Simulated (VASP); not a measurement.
A run of VASP 6.6.1 is set up as follows.

The input INCAR:

```
ALGO = Normal
EDIFF = 1E-7
EDIFFG = -0.005
ENCUT = 600
GGA = CA
IBRION = 2
ISIF = 3
ISMEAR = 0
LASPH = T
LCHARG = F
LREAL = F
LWAVE = F
NELM = 80
NSW = 90
PREC = Accurate
SIGMA = 0.03
```

KPOINTS

```
k-points
0
Gamma
  10 10 10
```

File POSCAR:

```
SnTe                                    
1.0
   -0.0000000000      3.1195685553      3.1195685553
    3.1195685553      0.0000000000      3.1195685553
    3.1195685553      3.1195685553      0.0000000000
  Sn              Te            
     1     1
Direct
     0.0000000000000000    0.0000000000000000    0.0000000000000000
     0.5000000000000000    0.5000000000000000    0.5000000000000000
```

Potentials or basis: VASP PAW LDA potentials, release 64 (Sn_d, Te).

Command:

```sh
$ cat potpaw_LDA.64/Sn_d/POTCAR potpaw_LDA.64/Te/POTCAR > POTCAR
$ mpirun -np 1 vasp_std > vasp.out
```

(1) Predict the band gap on the k mesh.

Results:

(1) 0.21 eV, direct.

Caveat: the relaxation stopped at its first step, so nothing moved; spin-orbit coupling is left out, which moves the levels of the heavy elements.
